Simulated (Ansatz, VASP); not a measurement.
# One calculation of Mo, two programs

Contents of INCAR:

```
ALGO = Normal
EDIFF = 1E-6
ENCUT = 520
GGA = PS
ISIF = 2
ISMEAR = 0
LASPH = T
LCHARG = F
LREAL = F
LWAVE = F
NBANDS = 13
NELM = 60
PREC = Accurate
SIGMA = 0.1
```

Contents of KPOINTS:

```
k-points
0
Gamma
  8 8 8
```

POSCAR

```
Mo
1.0
   -1.5734150000      1.5734150000      1.5734150000
    1.5734150000     -1.5734150000      1.5734150000
    1.5734150000      1.5734150000     -1.5734150000
Mo
1
Direct
    0.0000000000      0.0000000000      0.0000000000
```

Input for Ansatz:

```yaml
crystal:
  lattice:
    - [-1.573415, 1.573415, 1.573415]
    - [1.573415, -1.573415, 1.573415]
    - [1.573415, 1.573415, -1.573415]
  atoms:
    - { symbol: Mo, position: [0.0, 0.0, 0.0] }
basis:
  ecutwfc: 420
kpoints:
  mp_grid: { grid: [8, 8, 8] }
hamiltonian:
  xc: pbesol
scf:
  occupations: { method: gaussian, width: 0.1 }
output:
  forces: true
  stress: true
  eigenvalues: true
```

Alike in both runs: task single point; functional PBEsol; k mesh 8 × 8 × 8; occupations gaussian, width 0.1 eV; no spin polarisation.

|  | VASP | Ansatz |
| --- | --- | --- |
| version | VASP 6.6.1 | Ansatz 0.2.0 |
| potentials or method | VASP PAW PBE potentials, release 64 (Mo_sv) | scalar-relativistic, plane waves, PAW |
| plane-wave cutoff (eV) | 520 | 420 |
| valence electrons in the cell | 14 | 14 |

Ansatz gave:

| Item | Value |
| --- | --- |
| gap on the k mesh at the Fermi level (eV) | none |
| pressure (GPa) | -3.9 |

Problem. Estimate VASP's values.

Solution. gap on the k mesh at the Fermi level (eV): none; pressure (GPa): -3.4.

A gap of «none» marks a metal or a gap that the smearing closes.

Caveats: the PAW data sets were made with another functional, which shifts forces and pressure a little (VASP).
